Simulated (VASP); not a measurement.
# CdTe (F-43m) in VASP: a series of runs, part 2 of 2

VASP 6.6.1.

### 3 Single point, HF

POSCAR

```
CdTe
1.0
    0.0000000000      3.3086866296      3.3086866296
    3.3086866296      0.0000000000      3.3086866296
    3.3086866296      3.3086866296      0.0000000000
Cd Te
1 1
Direct
    0.0000000000      0.0000000000      0.0000000000
    0.2500000000      0.2500000000      0.2500000000
```

INCAR.step1

```
SYSTEM = CdTe
PREC = Accurate
ENCUT = 520
EDIFF = 1E-5
ISMEAR = 0
SIGMA = 0.01
LREAL = .FALSE.
LASPH = .TRUE.
NELM = 100
ALGO = Normal
ISIF = 2
LWAVE = .TRUE.
LCHARG = .FALSE.
GGA = PE
NBANDS = 16
```

INCAR.step2

```
SYSTEM = CdTe
PREC = Accurate
ENCUT = 520
EDIFF = 1E-6
ISMEAR = 0
SIGMA = 0.01
LREAL = .FALSE.
LASPH = .TRUE.
NELM = 100
ALGO = Normal
ISIF = 2
LWAVE = .FALSE.
LCHARG = .FALSE.
GGA = PE
LHFCALC = .TRUE.
AEXX = 1.0
ALDAC = 0.0
AGGAC = 0.0
PRECFOCK = Normal
ISTART = 1
NBANDS = 16
```

KPOINTS

```
Automatic mesh
0
G
  4 4 4
  0 0 0
```

Potentials or basis: VASP PAW PBE potentials, release 64 (Cd, Te).

Started as:

```console
$ cat potpaw_PBE.64/Cd/POTCAR potpaw_PBE.64/Te/POTCAR > POTCAR
$ cp INCAR.step1 INCAR
$ mpirun -np 1 vasp_std > vasp.out
$ cp INCAR.step2 INCAR
$ mpirun -np 1 vasp_std > vasp.out
```

OUTCAR:

```text
SYSTEM = CdTe
   PREC = Accurate
   ENCUT = 520
   EDIFF = 1E-6
   ISMEAR = 0
   LREAL = .FALSE.
   LASPH = .TRUE.
   NELM = 100
   ISIF = 2
   GGA = PE
   LHFCALC = .TRUE.
   AEXX = 1.0
   PRECFOCK = Normal
   ISTART = 1

 ion  position               nearest neighbor table
   1  0.000  0.000  0.000-   2 2.87   2 2.87   2 2.87   2 2.87
   2  0.250  0.250  0.250-   1 2.87   1 2.87   1 2.87   1 2.87

  LATTYP: Found a face centered cubic cell.
 ALAT       =     6.6173732592

  Lattice vectors:

 A1 = (   0.0000000000,   3.3086866296,   3.3086866296)
 A2 = (   3.3086866296,   0.0000000000,   3.3086866296)
 A3 = (   3.3086866296,   3.3086866296,   0.0000000000)

Analysis of symmetry for initial positions (statically):
=====================================================================
 Subroutine PRICEL returns:
 Original cell was already a primitive cell.

 Routine SETGRP: Setting up the symmetry group for a
 face centered cubic supercell.

 Subroutine GETGRP returns: Found 24 space group operations
 (whereof 24 operations were pure point group operations)
 out of a pool of 48 trial point group operations.

The static configuration has the point symmetry T_d .

Analysis of symmetry for dynamics (positions and initial velocities):
=====================================================================
 Subroutine PRICEL returns:
 Original cell was already a primitive cell.

 Routine SETGRP: Setting up the symmetry group for a
 face centered cubic supercell.

 Subroutine GETGRP returns: Found 24 space group operations
 (whereof 24 operations were pure point group operations)
 out of a pool of 48 trial point group operations.

The dynamic configuration has the point symmetry T_d .

 Subroutine INISYM returns: Found 24 space group operations
 (whereof 24 operations are pure point group operations),
 and found     1 'primitive' translations

----------------------------------------------------------------------------------------

                                     Primitive cell

  volume of cell :      72.4431

  direct lattice vectors                    reciprocal lattice vectors
     0.000000000  3.308686630  3.308686630    -0.151117363  0.151117363  0.151117363
     3.308686630  0.000000000  3.308686630     0.151117363 -0.151117363  0.151117363
     3.308686630  3.308686630  0.000000000     0.151117363  0.151117363 -0.151117363

  length of vectors
     4.679189505  4.679189505  4.679189505     0.261742951  0.261742951  0.261742951

  position of ions in fractional coordinates (direct lattice)
     0.000000000  0.000000000  0.000000000
     0.250000000  0.250000000  0.250000000

  ion indices of the primitive-cell ions
   primitive index   ion index
                 1           1
                 2           2

----------------------------------------------------------------------------------------

 KPOINTS: Automatic mesh

Automatic generation of k-mesh.
 Grid dimensions read from file:
 generate k-points for:    4    4    4

 Generating k-lattice:

  Cartesian coordinates                     Fractional coordinates (reciprocal lattice)
    -0.037779341  0.037779341  0.037779341     0.250000000  0.000000000  0.000000000
[... 23 lines left out ...]
 -0.250000  0.500000  0.250000      6.000000
   k-points           NKPTS =      8   k-points in BZ     NKDIM =     64   number of bands    NBANDS=     16
   number of dos      NEDOS =    301   number of ions     NIONS =      2
   total plane-waves  NPLWV =  46656
   dimension x,y,z NGX =    36 NGY =   36 NGZ =   36
   dimension x,y,z NGXF=    72 NGYF=   72 NGZF=   72
   ions per type =               1   1
   NGX,Y,Z   is equivalent  to a cutoff of  12.79, 12.79, 12.79 a.u.
   NGXF,Y,Z  is equivalent  to a cutoff of  25.58, 25.58, 25.58 a.u.
 SYSTEM =  CdTe
   PREC   = accura    normal or accurate (medium, high low for compatibility)
   ISTART =      1    job   : 0-new  1-cont  2-samecut
   ICHARG =      0    charge: 1-file 2-atom 10-const
   ISPIN  =      1    spin polarized calculation?
   LNONCOLLINEAR =      F non collinear calculations
   LSORBIT =      F    spin-orbit coupling
   LASPH  =      T    aspherical Exc in radial PAW
   ENCUT  =  520.0 eV  38.22 Ry    6.18 a.u.   8.70  8.70  8.70*2*pi/ulx,y,z
   NELM   =    100;   NELMIN=  2; NELMDL=  0     # of ELM steps
   EDIFF  = 0.1E-05   stopping-criterion for ELM
   LREAL  =      F    real-space projection
   EDIFFG = 0.1E-04   stopping-criterion for IOM
   NSW    =      0    number of steps for IOM
   IBRION =     -1    ionic relax: 0-MD 1-quasi-New 2-CG
   NFREE  =      0    steps in history (QN), initial steepest desc. (CG)
   ISIF   =      2    stress and relaxation
   ISYM   =      3    0-nonsym 1-usesym 2-fastsym
   POTIM  = 0.5000    time-step for ionic-motion
   TEBEG  =    0.0;   TEEND  =   0.0 temperature during run
   PSTRESS=    0.0 pullay stress
   NELECT =      18.0000    total number of electrons
   NUPDOWN=      -1.0000    fix difference up-down
   EMIN   =  10.00;   EMAX   =-10.00  energy-range for DOS
   EFERMI =   0.00;   METHOD = LEGACY
   ISMEAR =     0;   SIGMA  =   0.01  broadening in eV -4-tet -1-fermi 0-gaus
   EFERMI_NEDOS =   21; number of points for ismear=-14 and -15
   IALGO  =     38    algorithm
   IMIX   =      1    mixing-type and parameters
     AMIX     =   0.40;   BMIX     =  1.00
     AMIX_MAG =   1.60;   BMIX_MAG =  1.00
  volume/ion in A,a.u.               =      36.22       244.44
  Fermi-wavevector in a.u.,A,eV,Ry     =   1.029201  1.944907 14.412024  1.059254
  Thomas-Fermi vector in A             =   2.163236
   LORBIT       =      0    0 simple, 1 ext, 2 COOP (PROOUT), +10 PAW based schemes
   GGA     = PE    functional components
   LHFCALC =     T    Hartree Fock is set to
   PRECFOCK=normal    Normal, Fast or Accurate (Low or Medium for compatibility)
   ENCUT4O =  -1.0   cutoff for four orbital integrals eV
   NKREDX  =     1    reduce k-point grid by
   NKREDY  =     1    reduce k-point grid by
   NKREDZ  =     1    reduce k-point grid by
   AEXX    =    1.0000 exact exchange contribution
   HFSCREEN=    0.0000 screening length (either q_TF or 0.3 A-1)
   HFSCREENC=   0.0000 screening length for correlation (either q_TF or 0.3 A-1)
   ENCUTFOCK=  -1.0 apply spherical cutoff to Coloumb kernel
   IVDW    =     0    specifies the selected vdW correction
   LEPSILON=     F    determine dielectric tensor
   LRPA    =     F    only Hartree local field effects (RPA)
 non-spin polarized calculation
 Gauss-broadening in eV      SIGMA  =   0.01
  energy-cutoff  :      520.00
  volume of cell :       72.44
 maximum number of plane-waves:      1964
 NGX is ok and might be reduce to    36
  NGX = 28; NGY = 28; NGZ = 28

 number of electron      18.0000006 magnetization

 Free energy of the ion-electron system (eV)
  ---------------------------------------------------
  ext. energy  EPLUGINS =         0.00000000
  ---------------------------------------------------
  free energy    TOTEN  =       -12.52333343 eV

  energy without entropy =      -12.52333343  energy(sigma->0) =      -12.52333343

 E-fermi :  -0.7147     XC(G=0):   0.0000

 val. band max:       -0.8241480651   @ k =   0.0000   0.0000   0.0000
 cond. band min:       5.7376067354   @ k =   0.0000   0.0000   0.0000
 fundamental gap:      6.5617548005
 Fermi energy:        -0.7147246840

 k-point     1 :       0.0000    0.0000    0.0000
  band No.  band energies     occupation
      1     -15.0259      2.00000
      2     -13.9910      2.00000
      3     -13.9910      2.00000
      4     -13.9910      2.00000
      5     -13.7431      2.00000
      6     -13.7431      2.00000
[... 129 lines left out ...]
      3     -13.8773      2.00000
      4     -13.7686      2.00000
      5     -13.7433      2.00000
      6     -12.4048      2.00000
[... 8 lines left out ...]
     15      16.6441      0.00000
     16      18.1601      0.00000

------------------------ aborting loop because EDIFF is reached ----------------------------------------

  FORCE on cell =-STRESS in cart. coord.  units (eV):
  Direction    XX          YY          ZZ          XY          YZ          ZX
  --------------------------------------------------------------------------------------
  -------------------------------------------------------------------------------------
  Total        0.4424884      0.4424884      0.4424884      0.0000000      0.0000000     -0.0000000
  in kB        9.7862336      9.7862336      9.7862336      0.0000000      0.0000000     -0.0000000
  external PRESSURE =       9.7862336 kB  Pullay stress =       0.0000000 kB

 VOLUME and BASIS-vectors are now :
 -----------------------------------------------------------------------------
  energy-cutoff  :      520.00
  volume of cell :       72.44
      direct lattice vectors                 reciprocal lattice vectors
     0.000000000  3.308686630  3.308686630    -0.151117363  0.151117363  0.151117363
     3.308686630  0.000000000  3.308686630     0.151117363 -0.151117363  0.151117363
     3.308686630  3.308686630  0.000000000     0.151117363  0.151117363 -0.151117363

 POSITION                                       TOTAL-FORCE (eV/Angst)
 -----------------------------------------------------------------------------------
      0.00000      0.00000      0.00000        -0.000000      0.000000      0.000000
      1.65434      1.65434      1.65434         0.000000     -0.000000     -0.000000
 -----------------------------------------------------------------------------------
    total drift:                               -0.000003     -0.000012     -0.000003

  FREE ENERGIE OF THE ION-ELECTRON SYSTEM (eV)
  ---------------------------------------------------
  free  energy   TOTEN  =       -12.5233334347 eV

  energy  without entropy=      -12.5233334347  energy(sigma->0) =      -12.52333343
```

Run time: 23 min. Hardware: 1 thread of Intel Xeon Platinum 8488C (Sapphire Rapids), shared host; peak memory 0.22 GiB.

Results:

- Free energy: -12.5233 eV
- Pressure: 1.0 GPa
- Band gap on the k mesh: 6.56 eV

Caveat: the PAW data sets were made with another functional, which shifts forces and pressure a little; spin-orbit coupling is left out, which moves the levels of the heavy elements.

### 4 Single point, PBE

INCAR

```
PREC = Accurate
ENCUT = 520
EDIFF = 1E-6
ISMEAR = 0
SIGMA = 0.01
LREAL = F
LASPH = T
NELM = 60
ALGO = Normal
ISIF = 2
LWAVE = F
LCHARG = F
GGA = PE
NBANDS = 16
```

KPOINTS

```
Automatic mesh
0
Gamma
  10 10 10
```

POSCAR

```
CdTe
1.0
    0.0000000000      3.3092646225      3.3092646225
    3.3092646225      0.0000000000      3.3092646225
    3.3092646225      3.3092646225      0.0000000000
Cd Te
1 1
Direct
    0.0000000000      0.0000000000      0.0000000000
    0.2500000000      0.2500000000      0.2500000000
```

Started as:

```console
$ cat potpaw_PBE.64/Cd/POTCAR potpaw_PBE.64/Te/POTCAR > POTCAR
$ mpirun -np 1 vasp_std > vasp.out
```

Run time: 99 s. Hardware: 1 thread of AMD EPYC 7R13, shared host; peak memory 0.2 GiB.

It converged, with:

| Quantity | Value |
| --- | --- |
| Free energy | -4.8128 eV |
| Pressure | 0.1 GPa |
| Band gap on the k mesh | 0.58 eV |

Levels at points of the mesh, in eV from the valence-band top:
| k point | band 5 | band 6 | band 7 | band 8 | band 9 | band 10 | band 11 | band 12 | band 13 | band 14 |
| --- | --- | --- | --- | --- | --- | --- | --- | --- | --- | --- |
| (0.00, 0.00, 0.00) | -7.87 | -7.87 | 0.00 | 0.00 | 0.00 | 0.58 | 4.64 | 4.64 | 4.64 | 7.38 |
| (0.50, 0.00, 0.00) | -7.86 | -7.57 | -4.08 | -0.69 | -0.69 | 1.76 | 5.21 | 5.21 | 7.01 | 8.44 |
| (0.50, 0.50, 0.00) | -7.85 | -7.45 | -4.01 | -1.66 | -1.66 | 2.67 | 2.74 | 8.51 | 8.81 | 8.81 |

Caveat: spin-orbit coupling is left out, which moves the levels of the heavy elements.

### 5 Summary

```csv
level,k mesh,grid for exact exchange (PRECFOCK),share of exact exchange,gap on the mesh (eV),pressure (GPa)
PBE0,4 × 4 × 4,Normal,0.25,2.03,-1.0
HF,4 × 4 × 4,Normal,1,6.56,1.0
PBE,10 × 10 × 10,-,-,0.58,0.1
```

Alike in all rows: task single point; potentials or basis VASP PAW PBE potentials, release 64 (Cd, Te); no spin polarisation; cell as given; cutoff (eV) 520; smearing gaussian 0.01 eV.

On the cell as given the gap runs from 0.58 eV (PBE) to 6.56 eV (HF); the meshes differ, which moves gaps too. The pressure there spans -1.0 GPa (PBE0) to 1.0 GPa (HF); a positive pressure means that this level wants a larger cell, a negative one a smaller.

Caveats: spin-orbit coupling is left out, which moves the levels of the heavy elements; the PAW data sets were made with another functional, which shifts forces and pressure a little (at least some runs).

Absolute energies hang on the potentials; compare differences alone.

### 6 Against experiment

Step 2. Against the measured gap of CdTe, 1.607 eV (0 K; a printed reference work, data compilation), the calculated 2.03 eV is off by +0.43 eV. Spin-orbit coupling on Cd, Te is left out. The value is that of PBE0, without temperature or zero-point motion.

Step 3. Against the measured gap of CdTe, 1.607 eV (0 K; a printed reference work, data compilation), the calculated 6.56 eV is off by +4.95 eV. So large a miss can be the level of theory's own, or it may mean another phase, state or a wrong row. Spin-orbit coupling on Cd, Te is left out. The value is that of HF, without temperature or zero-point motion.
